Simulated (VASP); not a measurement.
Write the native input for VASP 6.6.1 that does the following.

| Quantity | Value |
| --- | --- |
| Task | single point |
| Functional | PBEsol |
| Potentials or basis | VASP PAW PBE potentials, release 64 (Mg, O) |
| Cutoff | 520 eV |
| k mesh | 12 × 12 × 1 |
| Occupations | gaussian, width 0.05 eV |
| Spin | no spin polarisation |
| Dipole correction | no |
| Further INCAR settings | LREAL = Auto; ALGO = Fast; EDIFF = 1e-06; NBANDS = 66 |

The structure of MgO (an interface model) lies in POSCAR:

```
MgO
1.0
    2.9799310772      0.0000000000      0.0000000000
   -1.4899655386      2.5806960143      0.0000000000
    0.0000000000      0.0000000000     29.1972424308
Mg O
12 12
Direct
    0.0000000000      0.0000000000      0.0000000000
    0.3333333333      0.6666666667      0.0833333333
    0.6666666667      0.3333333333      0.1666666667
    0.0000000000      0.0000000000      0.2500000000
    0.3333333333      0.6666666667      0.3333333333
    0.6666666667      0.3333333333      0.4166666667
    0.3333333333      0.6666666667      0.9166666667
    0.6666666667      0.3333333333      0.8333333333
    0.0000000000      0.0000000000      0.7500000000
    0.3333333333      0.6666666667      0.6666666667
    0.6666666667      0.3333333333      0.5833333333
    0.0000000000      0.0000000000      0.5000000000
    1.0000000000      0.0000000000      0.1250000000
    0.6666666667      0.3333333333      0.0416666667
    0.3333333333      0.6666666667      0.2083333333
    1.0000000000      0.0000000000      0.3750000000
    0.6666666667      0.3333333333      0.2916666667
    0.3333333333      0.6666666667      0.4583333333
    1.0000000000      0.0000000000      0.8750000000
    0.6666666667      0.3333333333      0.9583333333
    0.3333333333      0.6666666667      0.7916666667
    1.0000000000      0.0000000000      0.6250000000
    0.6666666667      0.3333333333      0.7083333333
    0.3333333333      0.6666666667      0.5416666667
```

One way to write it, as run:

INCAR

```
SYSTEM = MgO
PREC = Accurate
ENCUT = 520
EDIFF = 1E-6
ISMEAR = 0
SIGMA = 0.05
LREAL = Auto
LASPH = .TRUE.
NELM = 100
ALGO = Fast
ISIF = 2
LWAVE = .FALSE.
LCHARG = .TRUE.
GGA = PS
LELF = .TRUE.
LVHAR = .TRUE.
NBANDS = 66
```

KPOINTS

```
regular mesh
0
G
  12 12 1
  0 0 0
```

Potentials or basis: VASP PAW PBE potentials, release 64 (Mg, O).

Command:

```sh
$ cat potpaw_PBE.64/Mg/POTCAR potpaw_PBE.64/O/POTCAR > POTCAR
$ mpirun -np 1 vasp_std > vasp.out
```

It gave:

The pressure is 0.6 GPa and the largest force is 1.097 eV/Å. The band gap on the k mesh is 4.13 eV, direct.

Caveat: the PAW data sets were made with another functional, which shifts forces and pressure a little.

Run time: 10 min on 1 thread of Intel(R) Xeon(R) Platinum 8488C (Sapphire Rapids) (shared host), peak memory 0.44 GiB.
